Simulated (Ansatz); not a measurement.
# Ge: field gradients at two levels of theory

Cell: a structure deposited in the COD whose atoms were relaxed with PBE, the cell held.

```cif
data_Ge
_symmetry_space_group_name_H-M 'P4_32_12'
_symmetry_Int_Tables_number 96
_cell_length_a 5.9300
_cell_length_b 5.9300
_cell_length_c 6.9800
_cell_angle_alpha 90.000
_cell_angle_beta 90.000
_cell_angle_gamma 90.000
loop_
_atom_site_label
_atom_site_type_symbol
_atom_site_symmetry_multiplicity
_atom_site_Wyckoff_symbol
_atom_site_fract_x
_atom_site_fract_y
_atom_site_fract_z
Ge1 Ge 4 a 0.0899 0.0899 0.0000
Ge5 Ge 8 b 0.1723 0.3691 0.2595
```

One atom of each set is listed.

First run. Method: Kohn–Sham DFT in Ansatz, PBE, plane waves and PAW, scalar-relativistic, 420 eV cutoff, Γ-centred 8×8×7 k-points, Fermi–Dirac smearing 0.02 eV.

```csv
site,V_zz (10²¹ V/m²),η
Ge1,4.41,0.80
Ge5,5.86,0.83
```

Second run. The same atoms and settings, except that the functional is LDA.

(1) Given the first result, estimate the second.

Answers

(1) 

```tsv
site	V_zz	η	change of V_zz
Ge1	4.50	0.79	+0.09
Ge5	5.88	0.83	+0.02
```

The largest change of V_zz is on Ge1, from 4.41 to 4.50. In per cent, |V_zz| changes by 0 to +2 on Ge (all sites that start above 0.5).

For the second run: With a gap of 0.5 eV on this mesh, the gradients can still move by some per cent as the k-mesh gets denser.
